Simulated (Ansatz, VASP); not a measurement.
# One calculation of HgTe, two programs

```
Hg Te
1.0
     0.00000    3.00915    2.92150
     3.00915    0.00000    2.92150
     3.00915    3.00915    0.00000
Hg Te
1 1
Direct
  0.00000 0.00000 0.00000
  0.50000 0.50000 0.50000
```

Change from the starting cell: equal xx and yy strain of +3 %, crystal datasets.

Alike in both runs: task electric field gradients; functional LDA; k mesh 10 × 10 × 10; occupations fermi-dirac, width 0.08 eV; no spin polarisation.

|  | VASP | Ansatz |
| --- | --- | --- |
| version | VASP 6.6.1 | Ansatz 0.2.0 |
| potentials or method | VASP PAW LDA potentials, release 64 (Hg, Te), cutoff 520 eV | all-electron PAW with datasets made for the crystal, scalar-relativistic |

```csv
,VASP,Ansatz,Ansatz less VASP
pressure (GPa),0.0,-0.4,-0.41
largest component of the traceless stress (GPa),1.87,1.78,-0.088
Vzz of the field gradient on the site that differs most (V/Å²),-54.1,-35.7,+18.48
```

Ansatz ran all-electron here, so the differences hold the error of VASP's frozen core and of both bases. Ansatz warned: «gradients_without_spin_orbit».

The runs have no spin-orbit coupling, so splittings on Hg, Te are missing.
